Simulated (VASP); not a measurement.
# BN (F-43m) in VASP: further runs

The runs below take BN through single point, with LAK, LDA.

Everything below comes from runs of VASP 6.6.1. Logs are shortened: lines on timing, memory, paths and dates and some standing lists are left out, and cuts for length are marked.

## 1. Starting point

Symmetry: F-43m, No. 216, cubic system. The conventional cell has a = 3.626 Å, b = 3.626 Å, c = 3.626 Å, α = 90.00°, β = 90.00°, γ = 90.00°. N (site symmetry -43m) has 4 B at 1.57 Å as nearest neighbours. B (site symmetry -43m) is surrounded by 4 N at 1.57 Å.

The cell is a database's computed one.

## 2. Single point, LAK

The input, run.py:

```python
from ase.calculators.vasp import Vasp
from ase.dft.bandgap import bandgap
from ase.spacegroup import crystal

atoms = crystal(
    ['N', 'B'],
    basis=[[0.25, 0.25, 0.75], [0.0, 0.0, 0.0]],
    spacegroup=216,
    setting=1,
    cellpar=[3.626002, 3.626002, 3.626002, 90.0, 90.0, 90.0],
    primitive_cell=True,
)
calc = Vasp(
    directory='calc',
    pp='PBE',
    setups={'base': 'minimal', 'N': '_h', 'B': '_h'},
    prec='Accurate',
    encut=900,
    ediff=1e-06,
    ismear=-5,
    sigma=0.05,
    lreal=False,
    lasph=True,
    nelm=100,
    algo='Normal',
    isif=2,
    lwave=False,
    lcharg=False,
    metagga='LAK',
    lmixtau=True,
    kpts=[13, 13, 13],
    gamma=True,
    nbands=11,
)
atoms.calc = calc

print('energy (eV):', atoms.get_potential_energy())
print('free energy (eV):', atoms.get_potential_energy(force_consistent=True))
print('forces (eV/A):')
print(atoms.get_forces())
print('stress (eV/A^3, Voigt):', atoms.get_stress())
print('Fermi level (eV):', calc.get_fermi_level())
gap, top, bottom = bandgap(calc)
print('band gap (eV):', gap, 'from (spin, k, band)', top, 'to', bottom)
```

Potentials or basis: VASP PAW PBE potentials, release 64 (N_h, B_h).

Launch:

```
> python run.py
```

Log:

```text
energy (eV): -17.93931638
free energy (eV): -17.93931638
forces (eV/A):
[[-0. -0. -0.]
 [ 0.  0.  0.]]
stress (eV/A^3, Voigt): [ 0.00773866  0.00773866  0.00773866  0.         -0.         -0.        ]
Fermi level (eV): 8.98912759
band gap (eV): 5.569000000000001 from (spin, k, band) (0, np.int64(0), np.int64(3)) to (0, np.int64(47), np.int64(4))
```

OUTCAR:

```text
ENCUT = 900.000000
   EDIFF = 1.00e-06
   METAGGA = LAK
   PREC = Accurate
   ISIF = 2
   ISMEAR = -5
   NELM = 100
   LASPH = .TRUE.
   LREAL = .FALSE.

 ion  position               nearest neighbor table
   1  0.750  0.750  0.750-
   2  0.000  0.000  0.000-

  LATTYP: Found a face centered cubic cell.
 ALAT       =     3.6260020000

  Lattice vectors:

 A1 = (   0.0000000000,   1.8130010000,   1.8130010000)
 A2 = (   1.8130010000,   0.0000000000,   1.8130010000)
 A3 = (   1.8130010000,   1.8130010000,   0.0000000000)

Analysis of symmetry for initial positions (statically):
=====================================================================
 Subroutine PRICEL returns:
 Original cell was already a primitive cell.

 Routine SETGRP: Setting up the symmetry group for a
 face centered cubic supercell.

 Subroutine GETGRP returns: Found 24 space group operations
 (whereof 24 operations were pure point group operations)
 out of a pool of 48 trial point group operations.

The static configuration has the point symmetry T_d .

Analysis of symmetry for dynamics (positions and initial velocities):
=====================================================================
 Subroutine PRICEL returns:
 Original cell was already a primitive cell.

 Routine SETGRP: Setting up the symmetry group for a
 face centered cubic supercell.

 Subroutine GETGRP returns: Found 24 space group operations
 (whereof 24 operations were pure point group operations)
 out of a pool of 48 trial point group operations.

The dynamic configuration has the point symmetry T_d .

 Subroutine INISYM returns: Found 24 space group operations
 (whereof 24 operations are pure point group operations),
 and found     1 'primitive' translations

----------------------------------------------------------------------------------------

                                     Primitive cell

  volume of cell :      11.9186

  direct lattice vectors                    reciprocal lattice vectors
     0.000000000  1.813001000  1.813001000    -0.275785838  0.275785838  0.275785838
     1.813001000  0.000000000  1.813001000     0.275785838 -0.275785838  0.275785838
     1.813001000  1.813001000  0.000000000     0.275785838  0.275785838 -0.275785838

  length of vectors
     2.563970603  2.563970603  2.563970603     0.477675083  0.477675083  0.477675083

  position of ions in fractional coordinates (direct lattice)
     0.750000000  0.750000000  0.750000000
     0.000000000  0.000000000  0.000000000

  ion indices of the primitive-cell ions
   primitive index   ion index
                 1           1
                 2           2

----------------------------------------------------------------------------------------

 KPOINTS: KPOINTS created by Atomic Simulation Env

Automatic generation of k-mesh.
 Grid dimensions read from file:
 generate k-points for:   13   13   13

 Generating k-lattice:

  Cartesian coordinates                     Fractional coordinates (reciprocal lattice)
    -0.021214295  0.021214295  0.021214295     0.076923077  0.000000000  0.000000000
     0.021214295 -0.021214295  0.021214295     0.000000000  0.076923077  0.000000000
     0.021214295  0.021214295 -0.021214295     0.000000000  0.000000000  0.076923077

  Length of vectors
[... 40 lines left out ...]
   number of dos      NEDOS =    301   number of ions     NIONS =      2
   total plane-waves  NPLWV =  21952
   dimension x,y,z NGX =    28 NGY =   28 NGZ =   28
   dimension x,y,z NGXF=    56 NGYF=   56 NGZF=   56
   ions per type =               1   1
   NGX,Y,Z   is equivalent  to a cutoff of  18.15, 18.15, 18.15 a.u.
   NGXF,Y,Z  is equivalent  to a cutoff of  36.31, 36.31, 36.31 a.u.
 SYSTEM =  unknown system
   PREC   = accura    normal or accurate (medium, high low for compatibility)
   ISTART =      0    job   : 0-new  1-cont  2-samecut
   ICHARG =      2    charge: 1-file 2-atom 10-const
   ISPIN  =      1    spin polarized calculation?
   LNONCOLLINEAR =      F non collinear calculations
   LSORBIT =      F    spin-orbit coupling
   LASPH  =      T    aspherical Exc in radial PAW
   ENCUT  =  900.0 eV  66.15 Ry    8.13 a.u.   6.27  6.27  6.27*2*pi/ulx,y,z
   NELM   =    100;   NELMIN=  2; NELMDL= -5     # of ELM steps
   EDIFF  = 0.1E-05   stopping-criterion for ELM
   LREAL  =      F    real-space projection
   EDIFFG = 0.1E-04   stopping-criterion for IOM
   NSW    =      0    number of steps for IOM
   IBRION =     -1    ionic relax: 0-MD 1-quasi-New 2-CG
   NFREE  =      0    steps in history (QN), initial steepest desc. (CG)
   ISIF   =      2    stress and relaxation
   ISYM   =      2    0-nonsym 1-usesym 2-fastsym
   POTIM  = 0.5000    time-step for ionic-motion
   TEBEG  =    0.0;   TEEND  =   0.0 temperature during run
   PSTRESS=    0.0 pullay stress
   NELECT =       8.0000    total number of electrons
   NUPDOWN=      -1.0000    fix difference up-down
   EMIN   =  10.00;   EMAX   =-10.00  energy-range for DOS
   EFERMI =   0.00;   METHOD = LEGACY
   ISMEAR =    -5;   SIGMA  =   0.05  broadening in eV -4-tet -1-fermi 0-gaus
   EFERMI_NEDOS =   21; number of points for ismear=-14 and -15
   IALGO  =     38    algorithm
   IMIX   =      4    mixing-type and parameters
     AMIX     =   0.40;   BMIX     =  1.00
     AMIX_MAG =   1.60;   BMIX_MAG =  1.00
  volume/ion in A,a.u.               =       5.96        40.22
  Fermi-wavevector in a.u.,A,eV,Ry     =   1.433387  2.708709 27.954506  2.054598
  Thomas-Fermi vector in A             =   2.552911
   LORBIT       =      0    0 simple, 1 ext, 2 COOP (PROOUT), +10 PAW based schemes
   METAGGA = LAK    functional components
   LHFCALC =     F    Hartree Fock is set to
   AEXX    =    0.0000 exact exchange contribution
   IVDW    =     0    specifies the selected vdW correction
   LEPSILON=     F    determine dielectric tensor
   LRPA    =     F    only Hartree local field effects (RPA)
 non-spin polarized calculation
 Fermi weights with tetrahedron method with Bloechl corrections
  energy-cutoff  :      900.00
  volume of cell :       11.92
 maximum number of plane-waves:       748
 NGX is ok and might be reduce to    28
   NGX = 13   NGY = 13   NGZ = 13

 number of electron       8.0000000 magnetization

 Free energy of the ion-electron system (eV)
  ---------------------------------------------------
  ext. energy  EPLUGINS =         0.00000000
  ---------------------------------------------------
  free energy    TOTEN  =       -17.93931638 eV

  energy without entropy =      -17.93931638  energy(sigma->0) =      -17.93931638

 E-fermi :   8.9891     XC(G=0): -13.5033

 val. band max:        8.8860094222   @ k =   0.0000   0.0000   0.0000
 cond. band min:      14.4549719274   @ k =   0.4615   0.4615   0.0000
 fundamental gap:      5.5689625052
 Fermi energy:         8.9891275922

 k-point     1 :       0.0000    0.0000    0.0000
  band No.  band energies     occupation
      1     -12.5919      2.00000
      2       8.8860      2.00000
      3       8.8860      2.00000
      4       8.8860      2.00000
      5      18.6261      0.00000
      6      18.6261      0.00000
      7      18.6261      0.00000
      8      20.3622      0.00000
      9      35.6913      0.00000
     10      37.6909      0.00000
     11      37.6909      0.00000
[... 309 lines left out ...]
 k-point    24 :       0.4615    0.1538    0.0000
  band No.  band energies     occupation
      1      -8.6121      2.00000
      2      -0.6880      2.00000
      3       5.4719      2.00000
      4       5.9477      2.00000
      5      18.8359      0.00000
      6      22.1135      0.00000
      7      22.5937      0.00000
      8      25.0761      0.00000
      9      31.6718      0.00000
     10      37.1866      0.00000
     11      38.8424      0.00000

 [... further k-points ...]

------------------------ aborting loop because EDIFF is reached ----------------------------------------

  FORCE on cell =-STRESS in cart. coord.  units (eV):
  Direction    XX          YY          ZZ          XY          YZ          ZX
  --------------------------------------------------------------------------------------
  -------------------------------------------------------------------------------------
  Total       -0.0922337     -0.0922337     -0.0922337     -0.0000000      0.0000000      0.0000000
  in kB      -12.3987040    -12.3987040    -12.3987040     -0.0000000      0.0000000      0.0000000
  external PRESSURE =     -12.3987040 kB  Pullay stress =       0.0000000 kB

 VOLUME and BASIS-vectors are now :
 -----------------------------------------------------------------------------
  energy-cutoff  :      900.00
  volume of cell :       11.92
      direct lattice vectors                 reciprocal lattice vectors
     0.000000000  1.813001000  1.813001000    -0.275785838  0.275785838  0.275785838
     1.813001000  0.000000000  1.813001000     0.275785838 -0.275785838  0.275785838
     1.813001000  1.813001000  0.000000000     0.275785838  0.275785838 -0.275785838

 POSITION                                       TOTAL-FORCE (eV/Angst)
 -----------------------------------------------------------------------------------
      2.71950      2.71950      2.71950        -0.000000     -0.000000     -0.000000
      0.00000      0.00000      0.00000         0.000000      0.000000      0.000000
 -----------------------------------------------------------------------------------
    total drift:                               -0.000016     -0.000016     -0.000016

  FREE ENERGIE OF THE ION-ELECTRON SYSTEM (eV)
  ---------------------------------------------------
  free  energy   TOTEN  =       -17.9393163778 eV

  energy  without entropy=      -17.9393163778  energy(sigma->0) =      -17.93931638
```

INCAR:

```text
ENCUT = 900.000000
SIGMA = 0.050000
EDIFF = 1.00e-06
ALGO = Normal
METAGGA = LAK
PREC = Accurate
ISIF = 2
ISMEAR = -5
NBANDS = 11
NELM = 100
LASPH = .TRUE.
LCHARG = .FALSE.
LWAVE = .FALSE.
LMIXTAU = .TRUE.
LREAL = .FALSE.
```

Wall time 2.8 min (1 thread of Intel Xeon Platinum 8488C (Sapphire Rapids), shared host); peak memory 0.17 GiB.

What came out:

| Quantity | Value |
| --- | --- |
| Free energy | -17.9393 eV |
| Pressure | -1.2 GPa |
| Band gap on the k mesh | 5.57 eV, indirect (least direct gap 9.74 eV) |

Caveat: the cutoff is under 1.25 times the usual one of these potentials, so pressure, stress and relaxed cells hold a basis-set (Pulay) error; the PAW data sets were made with another functional, which shifts forces and pressure a little; an odd mesh through Γ misses points on the zone boundary, where band edges often lie.

## 3. Single point, LDA (grid = ENCUT=600 dk=0.35 cell=3x3x2 ISMEAR=0 SIGMA=0.05 LREAL=Auto EDIFF=1e-06)

The input, INCAR:

```
SYSTEM = BN
PREC = Accurate ; ENCUT = 600
EDIFF = 1E-6 ; ISMEAR = 0
SIGMA = 0.05 ; LREAL = Auto
LASPH = .True. ; NELM = 120
ALGO = Fast ; ISIF = 2
LWAVE = .False. ; LCHARG = .False.
GGA = CA ; NBANDS = 84
NCORE = 1 ; KPAR = 2
```

The input, KPOINTS:

```
regular mesh
0
Gamma
  3 3 5
  0 0 0
```

The input, POSCAR:

```
BN
1.0
    0.0000000000      5.4390030000      5.4390030000
    5.4390030000      0.0000000000      5.4390030000
    3.6260020000      3.6260020000      0.0000000000
N B
18 18
Direct
    0.0833333333      0.0833333333      0.1250000000
    0.0833333333      0.0833333333      0.6250000000
    0.0833333333      0.4166666667      0.1250000000
    0.0833333333      0.4166666667      0.6250000000
    0.0833333333      0.7500000000      0.1250000000
    0.0833333333      0.7500000000      0.6250000000
    0.4166666667      0.0833333333      0.1250000000
    0.4166666667      0.0833333333      0.6250000000
    0.4166666667      0.4166666667      0.1250000000
    0.4166666667      0.4166666667      0.6250000000
    0.4166666667      0.7500000000      0.1250000000
    0.4166666667      0.7500000000      0.6250000000
    0.7500000000      0.0833333333      0.1250000000
    0.7500000000      0.0833333333      0.6250000000
    0.7500000000      0.4166666667      0.1250000000
    0.7500000000      0.4166666667      0.6250000000
    0.7500000000      0.7500000000      0.1250000000
    0.7500000000      0.7500000000      0.6250000000
    0.0000000000      0.0000000000      0.0000000000
    0.0000000000      0.0000000000      0.5000000000
    0.0000000000      0.3333333333      0.0000000000
    0.0000000000      0.3333333333      0.5000000000
    0.0000000000      0.6666666667      0.0000000000
    0.0000000000      0.6666666667      0.5000000000
    0.3333333333      0.0000000000      0.0000000000
    0.3333333333      0.0000000000      0.5000000000
    0.3333333333      0.3333333333      0.0000000000
    0.3333333333      0.3333333333      0.5000000000
    0.3333333333      0.6666666667      0.0000000000
    0.3333333333      0.6666666667      0.5000000000
    0.6666666667      0.0000000000      0.0000000000
    0.6666666667      0.0000000000      0.5000000000
    0.6666666667      0.3333333333      0.0000000000
    0.6666666667      0.3333333333      0.5000000000
    0.6666666667      0.6666666667      0.0000000000
    0.6666666667      0.6666666667      0.5000000000
```

Potentials or basis: VASP PAW LDA potentials, release 64 (N, B).

Launch:

```
> cat potpaw_LDA.64/N/POTCAR potpaw_LDA.64/B/POTCAR > POTCAR
> mpirun -np 4 vasp_std > vasp.out
```

Run time: 2.5 min. Hardware: 4 MPI ranks of Intel Xeon Platinum 8488C (Sapphire Rapids), shared host; peak memory 0.33 GiB.

The run converged, but some of its settings lie outside the range that counts as converged, so its numbers aren't taken as properties of the crystal.

Results:

```yaml
Free_energy: -349.1900 eV
Pressure: -13.6 GPa
Band_gap_on_the_k_mesh: 4.49 eV
```

Caveat: an odd mesh through Γ misses points on the zone boundary, where band edges often lie.

## 4. The reference run

An earlier run on the cell as given: functional PBEsol; potentials or basis VASP PAW PBE potentials, release 64 (N, B); cutoff 520 eV; k mesh 13 × 13 × 13; occupations fermi-dirac, width 0.05 eV; no spin polarisation.

* Pressure: -5.7 GPa
* Band gap on the k mesh: 4.34 eV, indirect (least direct gap 8.72 eV)

## 5. Against experiment

Step 2. The gap isn't set beside the measured one, since this odd mesh misses points on the zone boundary.
